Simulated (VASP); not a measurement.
Runs of VASP 6.6.1 on GaN. All rows change the cell; the cell of one of them follows. It takes space group I4/mmm (No. 139, tetragonal). Conventional cell: a = 2.929 Å, b = 2.929 Å, c = 4.399 Å, α = 90.00°, β = 90.00°, γ = 90.00°. Ga (site symmetry 4/mmm) has 6 N at 2.07 to 2.20 Å as nearest neighbours. N (site symmetry 4/mmm) is surrounded by 6 Ga at 2.07 to 2.20 Å. Measurements of this composition are mostly on another form, of space group No. 186.

```csv
cell,gap on the mesh (eV),pressure (GPa)
"strain -0.030 along x and y, +0.030 along z, atoms carried along",0.18,(b)
"strain -0.015 along x and y, +0.000 along z, atoms carried along",0.34,-6.4
"strain -0.030 along x and y, +0.015 along z, atoms carried along",0.31,(a)
"strain -0.030 along x and y, -0.030 along z, atoms carried along",0.80,(c)
```

Alike in all rows: task single point; level LDA; potentials or basis VASP PAW LDA potentials, release 64 (Ga_d, N); no spin polarisation; k mesh 14 × 14 × 14; cutoff (eV) 520; smearing gaussian 0.03 eV.

Task: Estimate the missing entries.

Result: (a) -2.1; (b) -4.9; (c) 9.1.

A k mesh can miss the band edges, and the runs leave out spin-orbit coupling on Ga.
